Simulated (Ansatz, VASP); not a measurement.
**ZrC in VASP and in Ansatz**

```
Zr C
1.0
     0.00000    2.35440    2.35440
     2.35440    0.00000    2.35440
     2.35440    2.35440    0.00000
Zr C
1 1
Direct
  0.50000 0.50000 0.50000
  0.00000 0.00000 0.00000
```

Alike in both runs: task relaxation of cell and atoms; functional PBE; dispersion D3(BJ); k mesh 16 × 16 × 16; occupations gaussian, width 0.1 eV; no spin polarisation.

|  | VASP | Ansatz |
| --- | --- | --- |
| version | VASP 6.6.1 | Ansatz 0.2.0 |
| potentials or method | VASP PAW PBE potentials, release 64 (Zr_sv, C) | scalar-relativistic, plane waves, PAW |
| plane-wave cutoff (eV) | 600 | 420 |
| valence electrons in the cell | 16 | 16 |

|  | VASP | Ansatz | Ansatz less VASP |
| --- | --- | --- | --- |
| gap on the k mesh at the Fermi level, each at its own relaxed structure (eV) | none | none | - |
| relaxed volume (Å³/atom) | 12.77 | 12.76 | -0.010 |
| relaxed cell length with the largest relative difference (Å) | 3.305 | 3.304 | -0.0009 |
| energy change over the relaxation (meV/atom) | -5 | -5 | -0.3 |

A gap of «none» marks a metal or a gap that the smearing closes.

Caveats: pairwise dispersion overbinds metals, which lowers pressure and volume.
